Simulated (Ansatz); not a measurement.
## TiSi2: band structure with LDA

Crystal: TiSi2.

```xyz
6
Lattice="1.7651 -6.7593 0.0000 1.7651 6.7593 0.0000 0.0000 0.0000 3.5652" Properties=species:S:1:pos:R:3 pbc="T T T"
Ti    1.7651    5.3653    0.8913
Ti    1.7651   -5.3653    2.6739
Si    1.7651   -3.3839    0.8913
Si    1.7651    3.3839    2.6739
Si    1.7651    0.7875    0.8913
Si    1.7651   -0.7875    2.6739
```

The cell comes from a database or a generator and needn't be the stable form of this composition.

```yaml
Program: Ansatz 0.2.0
Task: band structure
Functional: LDA
Potentials_or_basis: all-electron LAPW, scalar-relativistic
Cutoff: 212 eV (chosen from the basis error)
Basis_error_allowed: 0.002 eV/atom
k_mesh: 8 × 8 × 8
Occupations: fermi-dirac, width 0.05 eV
Spin: no spin polarisation
```

```json
{
  "Pressure": "-5.4 GPa",
  "Largest force": "0.108 eV/Å",
  "Band gap along the path": "none (metal or under the smearing width)"
}
```

Forces in eV/Å, atoms in the order of the input:
```
Ti   0.000 -0.048  0.000
Ti   0.000  0.048  0.000
Si   0.000 -0.007  0.000
Si   0.000  0.007  0.000
Si   0.000  0.108  0.000
Si   0.000 -0.108  0.000
```

Stress tensor (GPa, compression positive):
```
-5.65  0.00  0.00
 0.00 -5.22  0.00
 0.00  0.00 -5.29
```

Levels at the corners of the path, in eV from the Fermi level:
```tsv
point	band 32	band 33	band 34	band 35	band 36	band 37	band 38	band 39	band 40	band 41
Γ	-2.53	-2.16	-2.06	-2.06	0.46	0.68	0.81	0.88	1.39	1.43
X	-3.20	-1.72	-1.12	-0.79	-0.73	-0.23	1.14	1.42	1.51	1.75
S	-2.46	-1.66	-1.45	-0.68	-0.56	-0.55	1.16	1.47	1.60	1.78
R	-3.99	-3.18	-3.18	-2.42	-2.42	1.72	1.72	1.82	1.82	2.54
A	-3.83	-3.32	-3.32	-2.34	-2.34	1.76	1.76	1.82	1.82	2.31
Z	-2.28	-1.64	-1.64	-0.04	-0.04	0.84	0.84	1.49	1.49	1.60
Γ	-2.53	-2.16	-2.06	-2.06	0.46	0.68	0.81	0.88	1.39	1.43
Y	-2.59	-2.53	-1.90	-1.18	0.39	0.64	0.75	0.91	1.09	2.08
```

Wall time 33 s on 4 threads of Arm Neoverse V1 (shared host), peak memory 0.86 GiB.
